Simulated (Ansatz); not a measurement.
**BeC3: competing structures**

These are results of DFT PBE, scalar-relativistic, plane waves, PAW in Ansatz, not measurements. All cells share a 420 eV cutoff and Γ-centred k meshes spaced at most about 0.3 Å⁻¹ (about 0.25 or finer for metals, 2π included). No spin polarisation.

The zero of energy is the elements' standard structures at the same level; no fitted shifts are applied.

Temperature and zero-point effects are left out. Only the structures computed here compete, so a lower one can exist. Weakly bound directions are ill-defined at this level, which has no dispersion term (Immm, R-3m), and this can change margins and order among such cells. The reference form of C is held partly by dispersion forces, which this level lacks.

Invented guesses were relaxed alike, and ends that match in structure were merged. ΔE counts from the first row. Coordination counts C atoms around Be (those within 1.25 times the shortest such distance or 1.15 times the sum of covalent radii; the shortest distance is added where it is long for a bond). The ends were matched against large subsets of the Crystallography Open Database and the Materials Project, so a missing match doesn't prove that a structure is unreported.

```csv
#,reached from,type and space group,atoms,Å³/atom,coordination,ΔE (meV/atom),gap on mesh (eV),in databases
1,random cell with space group Immm,Immm (No. 71),8,10.1,Be 4,0,0.00,no match
2,random cell,R-3m (No. 166),4,12.4,Be 2,98,0.00,no match
3,Cu3Au (L1_2) type (Pm-3m),"Cu3Au (L1_2), Pm-3m (No. 221)",4,6.8,Be 12 from 2.1 Å,1752,0.00,no match
```

The lowest: Space group Immm (No. 71), orthorhombic, a = 2.591 Å, b = 6.324 Å, c = 9.827 Å. Around Be lie 4 C at 1.89 Å; C on a site of symmetry m2m has 3 C at 1.37–1.40 Å; around C on a site of symmetry m lie 1 C at 1.40 Å, 1 C at 1.51 Å and 2 Be at 1.89 Å. Its energy over the elements is +1.16 eV/atom. The separate elements lie lower, so it is unstable against them. An observed structure of this formula, if there is one, may be missing.

```cif
data_structure
_symmetry_space_group_name_H-M 'P 1'
_symmetry_Int_Tables_number 1
_cell_length_a 5.9849
_cell_length_b 5.9849
_cell_length_c 5.9849
_cell_angle_alpha 154.995
_cell_angle_beta 116.216
_cell_angle_gamma 69.634
_cell_volume 80.52
loop_
_atom_site_label
_atom_site_type_symbol
_atom_site_fract_x
_atom_site_fract_y
_atom_site_fract_z
_atom_site_occupancy
Be1 Be 0.87377 0.87377 0.00000 1
Be2 Be 0.12623 0.12623 0.00000 1
C1 C 0.39148 0.50000 0.89148 1
C2 C 0.60852 0.50000 0.10852 1
C3 C 0.71913 0.42340 0.29573 1
C4 C 0.87233 0.57660 0.29573 1
C5 C 0.28087 0.57660 0.70427 1
C6 C 0.12767 0.42340 0.70427 1
```

The second: Space group R-3m (No. 166), trigonal, a = 5.427 Å, c = 5.842 Å. Be has 2 C at 1.63 Å; around C on a site of symmetry -3m lie 2 C at 1.29 Å; C on a site of symmetry 3m is surrounded by 1 C at 1.29 Å and 1 Be at 1.63 Å. Counting C atoms around Be, the first has Be 4 and the second has Be 2. The first and the second both hold C–C units of three or more atoms. Cells relaxed within their symmetry can be saddle points.

```cif
data_structure
_symmetry_space_group_name_H-M 'R-3m:H'
_symmetry_Int_Tables_number 166
_cell_length_a 5.4274
_cell_length_b 5.4274
_cell_length_c 5.8415
_cell_angle_alpha 90.000
_cell_angle_beta 90.000
_cell_angle_gamma 120.000
_cell_volume 149.02
loop_
_atom_site_label
_atom_site_type_symbol
_atom_site_symmetry_multiplicity
_atom_site_Wyckoff_symbol
_atom_site_fract_x
_atom_site_fract_y
_atom_site_fract_z
_atom_site_occupancy
Be1 Be 3 a 0.00000 0.00000 0.00000 1
C1 C 3 b 0.00000 0.00000 0.50000 1
C2 C 6 c 0.00000 0.00000 0.72087 1
```

Some types were kept out of the candidates beforehand, so the set may lack a known form.
